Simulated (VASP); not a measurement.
# GaAs (F-43m) in VASP: notebook

The runs below take GaAs through relaxation of cell and atoms, single point, with PBE.

Everything below comes from runs of VASP 6.6.1. Logs are shortened: lines on timing, memory, paths and dates and some standing lists are left out, and cuts for length are marked.

**What was measured.**

From “Evidence of valence band perturbations in GaAsN/GaAs(001): A combined variable-angle spectroscopic ellipsometry and modulated photoreflectance investigation”, 2008, arxiv:0805.2212, for a bulk crystal of GaAs at 300 K: band gap 1.418 ± 0.005 eV (direct).

The results are compared with them further down.

**1. The crystal as given**

Symmetry: F-43m, No. 216, cubic system. Conventional cell: a = 5.654 Å, b = 5.654 Å, c = 5.654 Å, α = 90.00°, β = 90.00°, γ = 90.00°. Around Ga (site symmetry -43m) lie 4 As at 2.45 Å. As (site symmetry -43m) has 4 Ga at 2.45 Å as nearest neighbours.

**2. Relaxation of cell and atoms, PBE**

Input file INCAR:

```
SYSTEM = GaAs
PREC = Accurate ; ENCUT = 520
EDIFF = 1E-7 ; ISMEAR = 0
SIGMA = 0.02 ; LREAL = .FALSE.
LASPH = .TRUE. ; NELM = 100
ALGO = Normal ; ISIF = 3
LWAVE = .FALSE. ; LCHARG = .FALSE.
GGA = PE ; IBRION = 2
NSW = 80 ; EDIFFG = -0.002
AMIX = 0.2
```

Input file KPOINTS:

```
Automatic mesh
0
G
  10 10 10
  0 0 0
```

Input file POSCAR:

```
GaAs
1.0
    0.0000000000      2.8268500000      2.8268500000
    2.8268500000      0.0000000000      2.8268500000
    2.8268500000      2.8268500000      0.0000000000
Ga As
1 1
Direct
    0.0000000000      0.0000000000      0.0000000000
    0.2500000000      0.2500000000      0.2500000000
```

Potentials or basis: VASP PAW PBE potentials, release 64 (Ga_d, As).

Launch:

```
> cat potpaw_PBE.64/Ga_d/POTCAR potpaw_PBE.64/As/POTCAR > POTCAR
> mpirun -np 1 vasp_std > vasp.out
```

OUTCAR:

```text
SYSTEM = GaAs
   PREC = Accurate
   ENCUT = 520
   EDIFF = 1E-7
   ISMEAR = 0
   LREAL = .FALSE.
   LASPH = .TRUE.
   NELM = 100
   ISIF = 3
   GGA = PE
   IBRION = 2
   NSW = 80
   EDIFFG = -0.002
   AMIX = 0.2

 ion  position               nearest neighbor table
   1  0.000  0.000  0.000-   2 2.45   2 2.45   2 2.45   2 2.45
   2  0.250  0.250  0.250-   1 2.45   1 2.45   1 2.45   1 2.45

  LATTYP: Found a face centered cubic cell.
 ALAT       =     5.6537000000

  Lattice vectors:

 A1 = (   0.0000000000,   2.8268500000,   2.8268500000)
 A2 = (   2.8268500000,   0.0000000000,   2.8268500000)
 A3 = (   2.8268500000,   2.8268500000,   0.0000000000)

Analysis of symmetry for initial positions (statically):
=====================================================================
 Subroutine PRICEL returns:
 Original cell was already a primitive cell.

 Routine SETGRP: Setting up the symmetry group for a
 face centered cubic supercell.

 Subroutine GETGRP returns: Found 24 space group operations
 (whereof 24 operations were pure point group operations)
 out of a pool of 48 trial point group operations.

The static configuration has the point symmetry T_d .

Analysis of symmetry for dynamics (positions and initial velocities):
=====================================================================
 Subroutine PRICEL returns:
 Original cell was already a primitive cell.

 Routine SETGRP: Setting up the symmetry group for a
 face centered cubic supercell.

 Subroutine GETGRP returns: Found 24 space group operations
 (whereof 24 operations were pure point group operations)
 out of a pool of 48 trial point group operations.

The dynamic configuration has the point symmetry T_d .

 Subroutine INISYM returns: Found 24 space group operations
 (whereof 24 operations are pure point group operations),
 and found     1 'primitive' translations

----------------------------------------------------------------------------------------

                                     Primitive cell

  volume of cell :      45.1792

  direct lattice vectors                    reciprocal lattice vectors
     0.000000000  2.826850000  2.826850000    -0.176875321  0.176875321  0.176875321
     2.826850000  0.000000000  2.826850000     0.176875321 -0.176875321  0.176875321
     2.826850000  2.826850000  0.000000000     0.176875321  0.176875321 -0.176875321

  length of vectors
     3.997769609  3.997769609  3.997769609     0.306357042  0.306357042  0.306357042

  position of ions in fractional coordinates (direct lattice)
     0.000000000  0.000000000  0.000000000
     0.250000000  0.250000000  0.250000000

  ion indices of the primitive-cell ions
   primitive index   ion index
                 1           1
                 2           2

----------------------------------------------------------------------------------------

 KPOINTS: Automatic mesh

Automatic generation of k-mesh.
 Grid dimensions read from file:
 generate k-points for:   10   10   10

 Generating k-lattice:

  Cartesian coordinates                     Fractional coordinates (reciprocal lattice)
    -0.017687532  0.017687532  0.017687532     0.100000000  0.000000000  0.000000000
     0.017687532 -0.017687532  0.017687532     0.000000000  0.100000000  0.000000000
     0.017687532  0.017687532 -0.017687532     0.000000000  0.000000000  0.100000000

  Length of vectors
     0.030635704  0.030635704  0.030635704

  Shift w.r.t. Gamma in fractional coordinates (k-lattice)
     0.000000000  0.000000000  0.000000000

 Subroutine IBZKPT returns following result:
 ===========================================

 Found     47 irreducible k-points:

 Following reciprocal coordinates:
            Coordinates               Weight
  0.000000  0.000000  0.000000      1.000000
  0.100000  0.000000  0.000000      8.000000
  0.200000  0.000000  0.000000      8.000000
  0.300000  0.000000  0.000000      8.000000
  0.400000  0.000000  0.000000      8.000000
  0.500000  0.000000  0.000000      4.000000
[... 16 lines left out ...]
  0.300000  0.300000  0.000000      6.000000
  0.400000  0.300000  0.000000     24.000000
 [... further k-points ...]
   k-points           NKPTS =     47   k-points in BZ     NKDIM =     47   number of bands    NBANDS=     13
   number of dos      NEDOS =    301   number of ions     NIONS =      2
   total plane-waves  NPLWV =  27000
   dimension x,y,z NGX =    30 NGY =   30 NGZ =   30
   dimension x,y,z NGXF=    60 NGYF=   60 NGZF=   60
   ions per type =               1   1
   NGX,Y,Z   is equivalent  to a cutoff of  12.48, 12.48, 12.48 a.u.
   NGXF,Y,Z  is equivalent  to a cutoff of  24.95, 24.95, 24.95 a.u.
 SYSTEM =  GaAs
   PREC   = accura    normal or accurate (medium, high low for compatibility)
   ISTART =      0    job   : 0-new  1-cont  2-samecut
   ICHARG =      2    charge: 1-file 2-atom 10-const
   ISPIN  =      1    spin polarized calculation?
   LNONCOLLINEAR =      F non collinear calculations
   LSORBIT =      F    spin-orbit coupling
   LASPH  =      T    aspherical Exc in radial PAW
   ENCUT  =  520.0 eV  38.22 Ry    6.18 a.u.   7.43  7.43  7.43*2*pi/ulx,y,z
   NELM   =    100;   NELMIN=  2; NELMDL= -5     # of ELM steps
   EDIFF  = 0.1E-06   stopping-criterion for ELM
   LREAL  =      F    real-space projection
   EDIFFG = -.2E-02   stopping-criterion for IOM
   NSW    =     80    number of steps for IOM
   IBRION =      2    ionic relax: 0-MD 1-quasi-New 2-CG
   NFREE  =      1    steps in history (QN), initial steepest desc. (CG)
   ISIF   =      3    stress and relaxation
   ISYM   =      2    0-nonsym 1-usesym 2-fastsym
   POTIM  = 0.5000    time-step for ionic-motion
   TEBEG  =    0.0;   TEEND  =   0.0 temperature during run
   PSTRESS=    0.0 pullay stress
   NELECT =      18.0000    total number of electrons
   NUPDOWN=      -1.0000    fix difference up-down
   EMIN   =  10.00;   EMAX   =-10.00  energy-range for DOS
   EFERMI =   0.00;   METHOD = LEGACY
   ISMEAR =     0;   SIGMA  =   0.02  broadening in eV -4-tet -1-fermi 0-gaus
   EFERMI_NEDOS =   21; number of points for ismear=-14 and -15
   IALGO  =     38    algorithm
   IMIX   =      4    mixing-type and parameters
     AMIX     =   0.20;   BMIX     =  1.00
     AMIX_MAG =   0.80;   BMIX_MAG =  1.00
  volume/ion in A,a.u.               =      22.59       152.44
  Fermi-wavevector in a.u.,A,eV,Ry     =   1.204628  2.276417 19.743799  1.451128
  Thomas-Fermi vector in A             =   2.340347
   LORBIT       =      0    0 simple, 1 ext, 2 COOP (PROOUT), +10 PAW based schemes
   GGA     = PE    functional components
   LHFCALC =     F    Hartree Fock is set to
   AEXX    =    0.0000 exact exchange contribution
   IVDW    =     0    specifies the selected vdW correction
   LEPSILON=     F    determine dielectric tensor
   LRPA    =     F    only Hartree local field effects (RPA)
 conjugate gradient relaxation of ions
 non-spin polarized calculation
 Gauss-broadening in eV      SIGMA  =   0.02
  energy-cutoff  :      520.00
  volume of cell :       45.18
 maximum number of plane-waves:      1243
 NGX is ok and might be reduce to    30
   NGX = 15   NGY = 15   NGZ = 15

--------------------------------------- Ionic step        1  -------------------------------------------

 number of electron      17.9999995 magnetization

 Free energy of the ion-electron system (eV)
  ---------------------------------------------------
  ext. energy  EPLUGINS =         0.00000000
  ---------------------------------------------------
  free energy    TOTEN  =        -8.25086694 eV

  energy without entropy =       -8.25086694  energy(sigma->0) =       -8.25086694

------------------------ aborting loop because EDIFF is reached ----------------------------------------

  FORCE on cell =-STRESS in cart. coord.  units (eV):
  Direction    XX          YY          ZZ          XY          YZ          ZX
  --------------------------------------------------------------------------------------
  -------------------------------------------------------------------------------------
  Total        0.9814669      0.9814669      0.9814669      0.0000000      0.0000000     -0.0000000
  in kB       34.8055065     34.8055065     34.8055065      0.0000000      0.0000000     -0.0000000
  external PRESSURE =      34.8055065 kB  Pullay stress =       0.0000000 kB

 VOLUME and BASIS-vectors are now :
 -----------------------------------------------------------------------------
  energy-cutoff  :      520.00
  volume of cell :       45.18
      direct lattice vectors                 reciprocal lattice vectors
     0.000000000  2.826850000  2.826850000    -0.176875321  0.176875321  0.176875321
     2.826850000  0.000000000  2.826850000     0.176875321 -0.176875321  0.176875321
     2.826850000  2.826850000  0.000000000     0.176875321  0.176875321 -0.176875321
[... 37 lines left out ...]
 POSITION                                       TOTAL-FORCE (eV/Angst)
 -----------------------------------------------------------------------------------
      5.78755      5.78755      5.78755         0.000000      0.000000      0.000000
      1.44689      1.44689      1.44689        -0.000000     -0.000000     -0.000000
 -----------------------------------------------------------------------------------
    total drift:                                0.000002      0.000002      0.000002

  FREE ENERGIE OF THE ION-ELECTRON SYSTEM (eV)
  ---------------------------------------------------
  free  energy   TOTEN  =        -8.2718957135 eV

  energy  without entropy=       -8.2718603008  energy(sigma->0) =       -8.27187801

--------------------------------------- Ionic step        3  -------------------------------------------

 number of electron      17.9999988 magnetization

 Free energy of the ion-electron system (eV)
  ---------------------------------------------------
  ext. energy  EPLUGINS =         0.00000000
  ---------------------------------------------------
  free energy    TOTEN  =        -8.27520785 eV

  energy without entropy =       -8.27520785  energy(sigma->0) =       -8.27520785

 E-fermi :   3.5409     XC(G=0):  -9.3612

 val. band max:        3.4669780786   @ k =   0.0000   0.0000   0.0000
 cond. band min:       3.6115152694   @ k =   0.0000   0.0000   0.0000
 fundamental gap:      0.1445371909
 Fermi energy:         3.5409483001

 k-point     1 :       0.0000    0.0000    0.0000
  band No.  band energies     occupation
      1     -11.2562      2.00000
      2     -11.2562      2.00000
      3     -11.2562      2.00000
      4     -11.1887      2.00000
      5     -11.1887      2.00000
      6      -8.9054      2.00000
      7       3.4670      2.00000
      8       3.4670      2.00000
      9       3.4670      2.00000
     10       3.6115      0.00000
     11       7.1818      0.00000
     12       7.1818      0.00000
     13       7.1818      0.00000

 k-point     2 :       0.1000    0.0000    0.0000
  band No.  band energies     occupation
      1     -11.2630      2.00000
      2     -11.2542      2.00000
      3     -11.2542      2.00000
      4     -11.1888      2.00000
      5     -11.1888      2.00000
      6      -8.7966      2.00000
      7       1.8980      2.00000
      8       3.3208      2.00000
      9       3.3208      2.00000
     10       4.6917      0.00000
     11       7.3892      0.00000
[... 339 lines left out ...]
 k-point    24 :       0.4000    0.3000    0.0000
  band No.  band energies     occupation
      1     -11.3317      2.00000
      2     -11.2259      2.00000
      3     -11.2247      2.00000
      4     -11.2029      2.00000
      5     -11.1806      2.00000
      6      -7.3047      2.00000
      7      -2.0677      2.00000
      8       1.0524      2.00000
      9       1.3676      2.00000
     10       5.3513      0.00000
     11       6.2920      0.00000
     12      10.5377      0.00000
     13      11.1682      0.00000

 [... further k-points ...]

------------------------ aborting loop because EDIFF is reached ----------------------------------------

  FORCE on cell =-STRESS in cart. coord.  units (eV):
  Direction    XX          YY          ZZ          XY          YZ          ZX
  --------------------------------------------------------------------------------------
  -------------------------------------------------------------------------------------
  Total       -0.0024664     -0.0024664     -0.0024664     -0.0000000     -0.0000000     -0.0000000
  in kB       -0.0831300     -0.0831300     -0.0831300     -0.0000000     -0.0000000     -0.0000000
  external PRESSURE =      -0.0831300 kB  Pullay stress =       0.0000000 kB

 VOLUME and BASIS-vectors are now :
 -----------------------------------------------------------------------------
  energy-cutoff  :      520.00
  volume of cell :       47.53
      direct lattice vectors                 reciprocal lattice vectors
    -0.000000000  2.875145176  2.875145176    -0.173904262  0.173904262  0.173904262
     2.875145176  0.000000000  2.875145176     0.173904262 -0.173904262  0.173904262
     2.875145176  2.875145176 -0.000000000     0.173904262  0.173904262 -0.173904262

 POSITION                                       TOTAL-FORCE (eV/Angst)
 -----------------------------------------------------------------------------------
      0.00000      0.00000      0.00000         0.000000      0.000000      0.000000
      1.43757      1.43757      1.43757        -0.000000     -0.000000     -0.000000
 -----------------------------------------------------------------------------------
    total drift:                                0.000002      0.000002      0.000002

  FREE ENERGIE OF THE ION-ELECTRON SYSTEM (eV)
  ---------------------------------------------------
  free  energy   TOTEN  =        -8.2752078539 eV

  energy  without entropy=       -8.2752078538  energy(sigma->0) =       -8.27520785

 reached required accuracy - stopping structural energy minimisation
```

Run time: 69 s. Hardware: 1 thread of Intel Xeon Platinum 8259CL at 2.50GHz (Skylake/Cascade Lake), shared host; peak memory 0.19 GiB.

What came out:

* Free energy: -8.2752 eV
* Relaxed volume: 23.77 Å³/atom
* Relaxed cell: a = 4.066 Å, b = 4.066 Å, c = 4.066 Å, α = 60.00°, β = 60.00°, γ = 60.00°
* Space group after relaxing (to 0.05 Å): F-43m (No. 216)
* Energy gained by relaxing: 12.2 meV/atom
* Ionic steps: 3
* Pressure after relaxing: 0.0 GPa
* Band gap on the k mesh: 0.14 eV, direct

The path:
```
step  energy change (eV)  largest force (eV/Å)  pressure (GPa)  volume (Å³)
   1              0.0000                0.0000            3.48        45.18
   2             -0.0210                0.0000           -1.07        48.46
   3             -0.0243                0.0000           -0.01        47.53
```

Final structure:
```
CELL_PARAMETERS angstrom
0.00000 2.87515 2.87515
2.87515 0.00000 2.87515
2.87515 2.87515 0.00000
ATOMIC_POSITIONS crystal
Ga 0.00000 0.00000 0.00000
As 0.25000 0.25000 0.25000
```

A hybrid or GW would open this gap; PBE tends to underestimate it. PBE usually gives volumes a little too large and moduli too small.

**3. Relaxation of cell and atoms, PBE**

This run uses another cell than the first one, of 23.77 Å³/atom, 1.052 times its volume.

INCAR is that of step 2.

KPOINTS is that of step 2.

Input file POSCAR:

```
GaAs                                    
1.0
   -0.0000000000      2.8751451763      2.8751451763
    2.8751451763      0.0000000000      2.8751451763
    2.8751451763      2.8751451763     -0.0000000000
  Ga              As            
     1     1
Direct
     0.0000000000000000    0.0000000000000000    0.0000000000000000
     0.2500000000000000    0.2500000000000000    0.2500000000000000
```

Potentials or basis: VASP PAW PBE potentials, release 64 (Ga_d, As).

Launch:

```
> cat potpaw_PBE.64/Ga_d/POTCAR potpaw_PBE.64/As/POTCAR > POTCAR
> mpirun -np 1 vasp_std > vasp.out
```

It took 29 s on 1 thread of Intel Xeon Platinum 8259CL at 2.50GHz (Skylake/Cascade Lake), shared host; peak memory 0.19 GiB.

It converged, with:

* Free energy: -8.2753 eV
* Pressure after relaxing: 0.0 GPa
* Band gap on the k mesh: 0.14 eV, direct

Final structure:
```
Ga As
1.0
     0.00000    2.87515    2.87515
     2.87515    0.00000    2.87515
     2.87515    2.87515    0.00000
Ga As
1 1
Direct
  0.00000 0.00000 0.00000
  0.25000 0.25000 0.25000
```

Levels at points of the mesh, in eV from the valence-band top:
```
           k point  band 6  band 7  band 8  band 9  band 10  band 11  band 12  band 13
(0.00, 0.00, 0.00)  -12.37    0.00    0.00    0.00     0.14     3.71     3.71     3.71
(0.50, 0.00, 0.00)  -10.76   -6.37   -1.07   -1.07     0.86     4.62     4.62     7.70
(0.50, 0.50, 0.00)  -10.09   -6.59   -2.50   -2.50     1.56     1.68     9.77     9.77
```

Caveat: the relaxation stopped at its first step, so nothing moved.

**4. Single point, PBE**

This run uses another cell than the first one, of 23.77 Å³/atom, 1.052 times its volume.

Input file INCAR:

```
SYSTEM = GaAs
ALGO = Normal
AMIX = 0.2
EDIFF = 1E-7
ENCUT = 520
GGA = PE
ISIF = 2
ISMEAR = 0
LASPH = .True.
LCHARG = .False.
LREAL = .False.
LWAVE = .False.
NELM = 100
PREC = Accurate
SIGMA = 0.02
```

Input file KPOINTS:

```
k-points
0
Gamma
  10 10 10
  0 0 0
```

Input file POSCAR:

```
GaAs                                    
1.0
    0.0000000000      2.8751451763      2.8751451763
    2.8751451763      0.0000000000      2.8751451763
    2.8751451763      2.8751451763      0.0000000000
  Ga              As            
     1     1
Direct
     0.0000000000000000    0.0000000000000000    0.0000000000000000
     0.2500000000000000    0.2500000000000000    0.2500000000000000
```

Launch:

```
> cat potpaw_PBE.64/Ga_d/POTCAR potpaw_PBE.64/As/POTCAR > POTCAR
> mpirun -np 1 vasp_std > vasp.out
```

It took 28 s on 1 thread of Intel Xeon Platinum 8259CL at 2.50GHz (Skylake/Cascade Lake), shared host; peak memory 0.19 GiB.

It converged, with:

| Property | Result |
| --- | --- |
| Free energy | -8.2753 eV |
| Pressure | 0.0 GPa |
| Band gap on the k mesh | 0.14 eV, direct |

Levels at points of the mesh, in eV from the valence-band top:
```
           k point  band 7  band 8  band 9  band 10  band 11  band 12
(0.00, 0.00, 0.00)    0.00    0.00    0.00     0.14     3.71     3.71
(0.50, 0.00, 0.00)   -6.37   -1.07   -1.07     0.86     4.62     4.62
(0.50, 0.50, 0.00)   -6.59   -2.50   -2.50     1.56     1.68     9.77
```

**5. How close it comes**

Step 4. Measured gap of GaAs: 1.418 eV (direct; 300 K; “Evidence of valence band perturbations in GaAsN/GaAs(001): A combined variable-angle spectroscopic ellipsometry and modulated photoreflectance investigation”, 2008, arxiv:0805.2212). This calculation gives 0.14 eV (-1.27 eV). So large a miss can be the level of theory's own, or it may mean another phase, state or a wrong row. 3 values of this kind are on record (1.412 to 1.51 eV); this one was drawn at random among those near their median, those with a stated uncertainty first. Spin-orbit coupling on As, Ga is left out. The value is that of PBE, without temperature or zero-point motion. Semilocal functionals fall short of measured gaps as a rule.
